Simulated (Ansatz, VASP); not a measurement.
## TiS2 (twisted 1T-TiS2 bilayer, 21.79 deg) in two plane-wave programs

Aim: how closely do two programs agree when they are given the same cell, functional and k mesh? The cell is taken from a series of runs on this material, whose earlier steps may have relaxed, scaled, displaced or heated it; both programs get it as it stands.

Calculated with Ansatz 0.2.0; plane waves, with VASP 6.6.1 beside it; single point at PBE with D3(BJ).

### Step 1. Starting point

The cell holds 42 atoms: 14 Ti and 28 S. Cell: a = 9.022 Å, b = 9.022 Å, c = 20.860 Å, α = 90.0°, β = 90.0°, γ = 120.0°. It derives from TiS2 (1T-TiS2). As first built, before any earlier steps moved the atoms (in the runner's words): 1T-TiS2 (a = 3.41 A) under 1T-TiS2 (a = 3.41 A), bilayer, commensurate cell of 7 unit cells a layer, twist 21.79 deg; facing atoms 3.14 A apart;; flat layers, displaced by a Gaussian of 0.01 A. Vacuum lies along c.

### Step 2. Ansatz: single point, PBE with D3(BJ), pair 1

Ansatz runs on its default PAW (the set named soft_2) files.

A single point gives forces, pressure and levels at one fixed geometry, so differences don't come from the geometry; what else differs is listed under the comparison.

Input file input.yaml:

```yaml
crystal:
  lattice:
    - [9.022, 0.0, 0.0]
    - [-4.511, 7.81328, 0.0]
    - [0.0, 0.0, 20.86]
  atoms:
    - { symbol: Ti, position: [0.99997, 0.00049, 0.36009] }
    - { symbol: S, position: [0.18974, 0.23755, 0.42817] }
    - { symbol: S, position: [0.23729, 0.0472, 0.2924] }
    - { symbol: Ti, position: [0.14255, 0.42935, 0.36128] }
    - { symbol: S, position: [0.33448, 0.66659, 0.42827] }
    - { symbol: S, position: [0.38012, 0.47615, 0.29245] }
    - { symbol: Ti, position: [0.28479, 0.85664, 0.36069] }
    - { symbol: S, position: [0.4762, 0.09471, 0.42658] }
    - { symbol: S, position: [0.52348, 0.90409, 0.29226] }
    - { symbol: Ti, position: [0.42736, 0.28614, 0.36016] }
    - { symbol: S, position: [0.61773, 0.52349, 0.42765] }
    - { symbol: S, position: [0.66635, 0.3336, 0.29223] }
    - { symbol: Ti, position: [0.57139, 0.71471, 0.36009] }
    - { symbol: S, position: [0.76297, 0.95377, 0.4274] }
    - { symbol: S, position: [0.80937, 0.7617, 0.29233] }
    - { symbol: Ti, position: [0.71413, 0.143, 0.35959] }
    - { symbol: S, position: [0.90408, 0.38197, 0.42765] }
    - { symbol: S, position: [0.95305, 0.19138, 0.2924] }
    - { symbol: Ti, position: [0.85641, 0.57142, 0.35994] }
    - { symbol: S, position: [0.04736, 0.809, 0.42781] }
    - { symbol: S, position: [0.09582, 0.61905, 0.29251] }
    - { symbol: Ti, position: [0.0093, 0.7435, 0.65431] }
    - { symbol: S, position: [0.24702, 0.93389, 0.72192] }
    - { symbol: S, position: [0.19908, 0.69594, 0.58624] }
    - { symbol: Ti, position: [0.86706, 0.02907, 0.65382] }
    - { symbol: S, position: [0.1052, 0.22012, 0.72173] }
    - { symbol: S, position: [0.05725, 0.98222, 0.58636] }
    - { symbol: Ti, position: [0.15266, 0.45779, 0.65311] }
    - { symbol: S, position: [0.38976, 0.64752, 0.72171] }
    - { symbol: S, position: [0.34371, 0.41089, 0.58586] }
    - { symbol: Ti, position: [0.43707, 0.88552, 0.65414] }
    - { symbol: S, position: [0.67648, 0.07615, 0.72194] }
    - { symbol: S, position: [0.62716, 0.83777, 0.58664] }
    - { symbol: Ti, position: [0.29532, 0.17275, 0.65393] }
    - { symbol: S, position: [0.53337, 0.36316, 0.72186] }
    - { symbol: S, position: [0.48599, 0.1248, 0.58769] }
    - { symbol: Ti, position: [0.58147, 0.60094, 0.65361] }
    - { symbol: S, position: [0.8188, 0.79088, 0.72183] }
    - { symbol: S, position: [0.77258, 0.55284, 0.58665] }
    - { symbol: Ti, position: [0.72424, 0.31475, 0.65439] }
    - { symbol: S, position: [0.96251, 0.50505, 0.72185] }
    - { symbol: S, position: [0.91411, 0.26605, 0.58648] }
kpoints:
  mp_grid: { grid: [3, 3, 1] }
hamiltonian:
  xc: pbe
  dispersion: d3bj
scf:
  occupations: { method: gaussian, width: 0.05 }
output:
  forces: true
  eigenvalues: true
```

On the command line:

```sh
ansatz run input.yaml --threads 4 --pin off --max-ram 15872MiB --backend cpu --events-out ev --progress --plain --runs-dir out
```

Numbers of over 12 decimals in the logs are rounded to 6 here.

Output:

```text
Engine: ansatz 0.2.0, aarch64-unknown-linux-gnu
Pseudopotentials: kind: paw
Pseudopotential: Ti, paw, valence charge 12, recommended cutoff 420 eV (normal), Ti.paw.azcp
Pseudopotential: S, paw, valence charge 6, recommended cutoff 420 eV (normal), S.paw.azcp
Functional definition: PBE
  parameter kappa = 0.804
  parameter beta = 0.066725
  exchange = pbe_x(kappa = kappa, mu = beta*pi^2/3)
  correlation = pbe_c(beta = beta)
Crystal: 42 atoms, lattice volume = 1470.451 Å³
Basis set: ecut = 420 eV, 28581 PW (Γ), exchange–correlation on 128×128×288 points (8 copies of the dense FFT grid, shifted against one another)
Bands: 210, of which v1, the nominal top of the filled ones, is band 168 counted from 1 (167 counted from 0)
Symmetry: 1 space group operations
Space group: P1 (ITA 1), of the structure as read, at distance tolerance 1.1e-4 Å
k-points: 5 of 9 (time reversal used)
Non-local potential: Ti, projectors of the file, l = 0: 3, l = 1: 2, l = 2: 3, l = 3: 1
Non-local potential: S, projectors of the file, l = 0: 2, l = 1: 2, l = 2: 2
PAW form: soft (Blöchl's): semilocal exchange-correlation on the pseudo side does not see the compensation charge
PAW one-centre angular grid: Ti, 590 points (default); XC on 64 Gauss nodes
PAW one-centre angular grid: S, 110 points (default); XC on 64 Gauss nodes
Initial density: superposition of atomic densities (neutral atoms: chi_scale 0, normalization atom), corrected by the library's trained network
Initial wavefunctions: pseudopotential atomic-orbital guess
Functional: x = pbe(κ = 0.804, μ = 0.219515), c = pbe(β = 0.066725)
SCF iter   1: F=—  HF=-60320.692486 eV  |F-HF|=—  |Δ(HF+E_count)|=         —  Δρ=3.18e-3  dr2=3.26e-1  ethr=1.77e-3  ⟨swp⟩=6.2  Hψ=4289  notcnv=0
preconditioner: auto → Resta (q_TF=auto, 2.133 Å⁻¹)  ε∞=6.0  [insulator: Δε(μ)=0.232 eV  Ē_g=6.513 eV  σ=0.050 eV  W_gap=1.00  n_scr=224 (ndim 8)  ℏωp=14.5 eV  f_vac=0.420  D(μ)=0.14/eV (n_scr^D=0)  ε∞_Penn≈6.0  vacuum switching on, ρ_ref=3.1e-3 e/Å³]
SCF iter   2: F=—  HF=-60320.709197 eV  |F-HF|=—  |Δ(HF+E_count)|=   1.67e-2  Δρ=3.36e-3  dr2=2.75e-1  ethr=9.70e-5  ⟨swp⟩=2.2  Hψ=1875  notcnv=0  defer=134
preconditioner: auto → LDOS  [insulator: Δε(μ)=0.126 eV  Ē_g=6.405 eV  σ=0.050 eV  W_gap=0.92  n_scr=224 (ndim 8)  ℏωp=14.5 eV  f_vac=0.421  D(μ)=6.69/eV (n_scr^D=24)  ε∞_Penn≈6.1  β→1.0]
SCF iter   3: F=—  HF=-60320.679806 eV  |F-HF|=—  |Δ(HF+E_count)|=   2.94e-2  Δρ=4.73e-4  dr2=3.87e-3  ethr=8.20e-5  ⟨swp⟩=2.0  Hψ=1364  notcnv=0  defer=54
automatic band count: iteration 3 solves 194 bands in place of 210: the levels show a gap, and the empty bands left out lie too high to hold charge; the band table lists the bands solved (type scf.n_extra_bands for more)
SCF iter   4: F=—  HF=-60320.682800 eV  |F-HF|=—  |Δ(HF+E_count)|=   2.99e-3  Δρ=1.97e-4  dr2=3.94e-3  ethr=1.15e-6  ⟨swp⟩=3.2  Hψ=1680  notcnv=0  defer=54
SCF iter   5: F=—  HF=-60320.682917 eV  |F-HF|=—  |Δ(HF+E_count)|=   1.18e-4  Δρ=4.80e-5  dr2=6.21e-5  ethr=1.15e-6  ⟨swp⟩=2.0  Hψ=1284  notcnv=0  defer=54
SCF iter   6: F=—  HF=-60320.684028 eV  |F-HF|=—  |Δ(HF+E_count)|=   1.11e-3  Δρ=1.94e-5  dr2=9.64e-6  ethr=1.85e-8  ⟨swp⟩=2.2  Hψ=1629  notcnv=0  defer=54
SCF iter   7: F=—  HF=-60320.684036 eV  |F-HF|=—  |Δ(HF+E_count)|=   8.12e-6  Δρ=6.25e-6  dr2=5.52e-7  ethr=2.87e-9  ⟨swp⟩=2.0  Hψ=1342  notcnv=0  defer=54
SCF iter   8: F=—  HF=-60320.684037 eV  |F-HF|=—  |Δ(HF+E_count)|=   8.37e-7  Δρ=1.47e-6  dr2=1.11e-7  ethr=2.98e-11  ⟨swp⟩=11.0  Hψ=4453  notcnv=0
SCF iter   9: F=-60320.684037 eV  HF=-60320.684037 eV  |F-HF|=1.71e-8  |Δ(HF+E_count)|=   1.58e-7  Δρ=5.52e-7  dr2=4.31e-8  ethr=2.98e-11  ⟨swp⟩=4.0  Hψ=2846  notcnv=0
SCF 1 converged in 9 iterations: F = -60320.684037 eV  dr2 = 4.31e-8
  greatest PAW one-centre occupation: 0.999 electrons in one spin orbital (limit 2), on the Ti atom at site 0 (counted from 0), in its partial waves of l = 0
SCF converged after 9 iterations
Free energy (F): -60320.684037 eV
Harris-Foulkes:  -60320.684037 eV  (|F-HF|=1.71e-8)
Internal energy: -60320.682458 eV  (E = F + TS)
E sigma→0 (E₀):  -60320.683247 eV
Entropy (-TS):   -0.001579 eV (-0.038 meV/atom)
Fermi energy:    1.720911 eV
--- Per-component energies (eV) ---
  E_band       = -5084.061350
  E_kinetic    = 6794.035967
  E_local      = -129942.496677  (includes V_loc(G=0)·N_el)
  E_nonlocal   = 876.329842
  E_hartree    = 61926.823615
  E_xc         = -4093.621427
  E_vxc        = -4167.776470  (∫ρ·V_xc dr)
  E_paw        = -31454.437243  (= ΣΔE_a)
  E_vpaw       = -2497.810004  (= ΣTr[D̂ρ^β])
  E_aug_tail   = 0.001924  (compensation charges beyond the density's cutoff)
  E_ewald      = 35585.815228
  E_disp       = -13.133687  (pairwise vdW)
  E_smearing   = -0.001579  (= −TS)
  E_closure    = 0.000000  (closes the sum)
  Σ components = -60320.684037   (vs F -60320.684037, Δ=0.00e0)
--- Forces (eV/Å), atoms counted from 1 ---
[...]
atom  25  Ti    -0.00630105     0.00395952     0.02671731
  atom  26  S     -0.01361346    -0.00148968    -0.02206937
  atom  27  S      0.01811159    -0.02648268    -0.06971907
  atom  28  Ti     0.00598866     0.00819929     0.02672479
  atom  29  S      0.00837300    -0.00628233    -0.01971455
  atom  30  S     -0.00730388    -0.02674731    -0.06111811
  atom  31  Ti     0.02884811    -0.00180924     0.03303296
  atom  32  S     -0.01216325     0.00207300    -0.01890273
  atom  33  S      0.01921185     0.03020247    -0.10566910
  atom  34  Ti    -0.01834826    -0.00404319     0.01902633
  atom  35  S      0.00395534    -0.00274673    -0.01411848
  atom  36  S      0.00352703    -0.01189078    -0.18690206
  atom  37  Ti    -0.00856177    -0.01449233     0.02406786
  atom  38  S     -0.00034330     0.00220735    -0.01135139
  atom  39  S     -0.02714390    -0.00621616    -0.09563052
  atom  40  Ti    -0.00243410     0.01060480     0.03429008
  atom  41  S      0.00298436     0.01104040    -0.01750261
  atom  42  S     -0.02558615     0.02287600    -0.10356549
  max |Σ_I F_I| component: 2.26e-5 eV/Å
--- Band table (eV; the first three rows and the last of 5) ---
  k-point 0: bands = [... 164 lower, 1.6347, 1.6355, 1.6382, 1.6383, 2.0633, 2.0635, 2.0637, 2.0639, ... 22 higher]
  k-point 1: bands = [... 164 lower, 0.8360, 0.9008, 0.9032, 0.9359, 1.8178, 1.8200, 1.8461, 1.8646, ... 22 higher]
  k-point 2: bands = [... 164 lower, 0.8363, 0.9013, 0.9030, 0.9360, 1.8177, 1.8207, 1.8453, 1.8655, ... 22 higher]
  k-point 4: bands = [... 164 lower, 0.8360, 0.9015, 0.9030, 0.9355, 1.8177, 1.8204, 1.8460, 1.8651, ... 22 higher]
```

In the SCF lines HF is the Harris–Foulkes energy and dr2 the Hartree energy of the density residual, in eV; the loop may stop once dr2 is under the threshold and the program's other checks hold. Hψ counts applications of the Hamiltonian.

### Step 3. VASP: single point, PBE with D3(BJ), pair 1

The same cell, functional, mesh and smearing now go to VASP, with its own data sets.

Lines of VASP's logs that name or quote its potential files are left out, and so is its time.

Input file INCAR:

```
SYSTEM = TiS2
PREC = Accurate
ENCUT = 400
EDIFF = 1E-06
NELM = 120
ISMEAR = 0
SIGMA = 0.05
LREAL = Auto
ALGO = Normal
GGA = PE
IVDW = 12
NBANDS = 200
LASPH = .TRUE.
LORBIT = 11
LWAVE = .FALSE.
LCHARG = .FALSE.
ISIF = 2
GGA_COMPAT = .FALSE.
EFERMI = MIDGAP
KPAR = 4
```

Input file POSCAR:

```
TiS2
1.0
    9.0220000000      0.0000000000      0.0000000000
   -4.5110000000      7.8132800000      0.0000000000
    0.0000000000      0.0000000000     20.8600000000
Ti S
14 28
Direct
    0.9999700000      0.0004900000      0.3600900000
    0.1425500000      0.4293500000      0.3612800000
    0.2847900000      0.8566400000      0.3606900000
    0.4273600000      0.2861400000      0.3601600000
    0.5713900000      0.7147100000      0.3600900000
    0.7141300000      0.1430000000      0.3595900000
    0.8564100000      0.5714200000      0.3599400000
    0.0093000000      0.7435000000      0.6543100000
    0.8670600000      0.0290700000      0.6538200000
    0.1526600000      0.4577900000      0.6531100000
    0.4370700000      0.8855200000      0.6541400000
    0.2953200000      0.1727500000      0.6539300000
    0.5814700000      0.6009400000      0.6536100000
    0.7242400000      0.3147500000      0.6543900000
    0.1897400000      0.2375500000      0.4281700000
    0.2372900000      0.0472000000      0.2924000000
    0.3344800000      0.6665900000      0.4282700000
    0.3801200000      0.4761500000      0.2924500000
    0.4762000000      0.0947100000      0.4265800000
    0.5234800000      0.9040900000      0.2922600000
    0.6177300000      0.5234900000      0.4276500000
    0.6663500000      0.3336000000      0.2922300000
    0.7629700000      0.9537700000      0.4274000000
    0.8093700000      0.7617000000      0.2923300000
    0.9040800000      0.3819700000      0.4276500000
    0.9530500000      0.1913800000      0.2924000000
    0.0473600000      0.8090000000      0.4278100000
    0.0958200000      0.6190500000      0.2925100000
    0.2470200000      0.9338900000      0.7219200000
    0.1990800000      0.6959400000      0.5862400000
    0.1052000000      0.2201200000      0.7217300000
    0.0572500000      0.9822200000      0.5863600000
    0.3897600000      0.6475200000      0.7217100000
    0.3437100000      0.4108900000      0.5858600000
    0.6764800000      0.0761500000      0.7219400000
    0.6271600000      0.8377700000      0.5866400000
    0.5333700000      0.3631600000      0.7218600000
    0.4859900000      0.1248000000      0.5876900000
    0.8188000000      0.7908800000      0.7218300000
    0.7725800000      0.5528400000      0.5866500000
    0.9625100000      0.5050500000      0.7218500000
    0.9141100000      0.2660500000      0.5864800000
```

Input file KPOINTS:

```
Automatic mesh
0
Gamma
3 3 1
0 0 0
```

PAW data sets: Ti_sv and S (PBE family, release 64).

On the command line:

```sh
mpirun -np 8 vasp_std
```

Output:

```text
[banner, memory and clock lines left out]
running    8 mpi-ranks, on    1 nodes
[...]
|                                                                             |
|           W    W    AA    RRRRR   N    N  II  N    N   GGGG   !!!           |
|           W    W   A  A   R    R  NN   N  II  NN   N  G    G  !!!           |
|           W    W  A    A  R    R  N N  N  II  N N  N  G       !!!           |
|           W WW W  AAAAAA  RRRRR   N  N N  II  N  N N  G  GGG   !            |
|           WW  WW  A    A  R   R   N   NN  II  N   NN  G    G                |
|           W    W  A    A  R    R  N    N  II  N    N   GGGG   !!!           |
|                                                                             |
|     For optimal performance we recommend to set                             |
|       NCORE = 2 up to number-of-cores-per-socket                            |
|     NCORE specifies how many cores store one orbital (NPAR=cpu/NCORE).      |
|     This setting can greatly improve the performance of VASP for DFT.       |
|     The default, NCORE=1 might be grossly inefficient on modern             |
|     multi-core architectures or massively parallel machines. Do your        |
|     Unfortunately you need to use the default for GW and RPA                |
|     calculations (for HF NCORE is supported but not extensively tested      |
|     yet).                                                                   |
|                                                                             |

 LDA part: xc-table for (Slater+PW92), standard interpolation
 POSCAR, INCAR and KPOINTS ok, starting setup
[...]
entering main loop
       N       E                     dE             d eps       ncg     rms          rms(c)
DAV:   1     0.351576973431E+04    0.35158E+04   -0.13901E+05  2320   0.130E+03
DAV:   2     0.226323753089E+03   -0.32894E+04   -0.31895E+04  2384   0.402E+02
DAV:   3    -0.268049992252E+03   -0.49437E+03   -0.48719E+03  2728   0.150E+02
DAV:   4    -0.326397793452E+03   -0.58348E+02   -0.58219E+02  3048   0.456E+01
[...]
DAV:  30    -0.279177780576E+03   -0.14956E-05   -0.12590E-07  1216   0.123E-03    0.171E-03
DAV:  31    -0.279177783443E+03   -0.28675E-05   -0.14573E-07  1248   0.103E-03    0.610E-04
DAV:  32    -0.279177783551E+03   -0.10744E-06   -0.31567E-08  1216   0.584E-04
   1 F= -.29230947E+03 E0= -.29230847E+03  d E =-.201108E-02
```

OUTCAR, selected parts (step 3):

```text
 Edisp (eV)  -13.13169

  Total     -10.04674   -10.07179    -3.27754    -0.00138    -0.01416    -0.03246
  in kB     -10.94675   -10.97405    -3.57115    -0.00150    -0.01542    -0.03537
  external pressure =       -8.50 kB  Pullay stress =        0.00 kB

 POSITION                                       TOTAL-FORCE (eV/Angst)
 -----------------------------------------------------------------------------------
      9.01952      0.00383      7.51148        -0.013292     -0.002837     -0.008822
     -0.65071      3.35463      7.53630        -0.008816     -0.006986     -0.032372
     -1.29493      6.69317      7.52399        -0.018381      0.001899     -0.036360
      2.56486      2.23569      7.51294         0.001430      0.013327     -0.010095
      1.93102      5.58423      7.51148         0.005025     -0.001237      0.000257
      5.79781      1.11730      7.50105         0.017269     -0.007801     -0.000976
      5.14886      4.46466      7.50835        -0.001757      0.010682      0.000724
     -3.27002      5.80917     13.64891         0.003527      0.002477      0.004166
      7.69148      0.22713     13.63869        -0.007579      0.005609      0.027786
     -0.68779      3.57684     13.62387         0.006595      0.007152      0.028156
     -0.05134      6.91882     13.64536         0.027837     -0.002659      0.032766
      1.88510      1.34974     13.64098        -0.018880     -0.004582      0.019537
      2.53518      4.69531     13.63430        -0.006484     -0.015018      0.024772
      5.11426      2.45923     13.65058        -0.002914      0.010037      0.034473
[...]
-----------------------------------------------------------------------------------
    total drift:                               -0.001670     -0.000566      0.009703

  FREE ENERGIE OF THE ION-ELECTRON SYSTEM (eV)
  ---------------------------------------------------
  free  energy   TOTEN  =      -292.3094712103 eV

  energy  without entropy=     -292.3074601321  energy(sigma->0) =     -292.30846567

[... 3 further parts left out ...]
[key lines of the parts left out:]
E-fermi :   0.4299
```

This run has no spin polarisation, so a moment on Ti, if there is one, isn't seen.

### Step 4. Comparison

Known differences besides the potentials themselves: the cutoff is 420 eV in Ansatz and 400 eV in VASP (PREC = Accurate, projectors in real space). Total energies have different zeros and are not compared.

Compared:

```tsv
quantity	Ansatz	VASP	difference
gap on the k mesh (eV)	0.179	0.173	+0.007
```

Forces on 10 of the 42 atoms, those with the largest forces and the largest differences (eV/Å; atoms numbered as in POSCAR):

```tsv
atom	Ansatz x, y, z	VASP x, y, z
S19	-0.007, 0.032, 0.175	-0.006, 0.032, 0.190
S23	-0.024, -0.034, 0.093	-0.024, -0.033, 0.109
S24	-0.001, 0.015, 0.005	0.000, 0.016, -0.011
S25	0.018, -0.039, 0.095	0.018, -0.039, 0.110
S35	-0.012, 0.002, -0.019	-0.012, 0.002, -0.003
S36	0.019, 0.030, -0.106	0.019, 0.030, -0.121
S38	0.004, -0.012, -0.187	0.004, -0.011, -0.202
S40	-0.027, -0.006, -0.096	-0.027, -0.006, -0.112
S41	0.003, 0.011, -0.018	0.004, 0.011, -0.001
S42	-0.026, 0.023, -0.104	-0.026, 0.022, -0.120
```

The forces differ by 7.5 meV/Å r.m.s., which is 17.8 % of the r.m.s. force of 0.042 eV/Å (both taken over all components). A gap on the mesh is an upper bound, since the band edges may lie between its points. With vacuum in the cell, a pressure given here is an average over mostly empty space and none of the material.

(Part 1 of 2 ends here.)

[Lines on the potential files, build, host, timing and source positions are cut from VASP's logs without a mark.]

[Logs are printed without paths, hosts, clocks, repeated set-up lines and the standing remarks that a program may print on its own settings, such as how far it seeks lower states.]

[Hosts, paths, dates, database ids (printed as entryN), source tags and the programs' standing remarks are cut or masked in the printed files.]
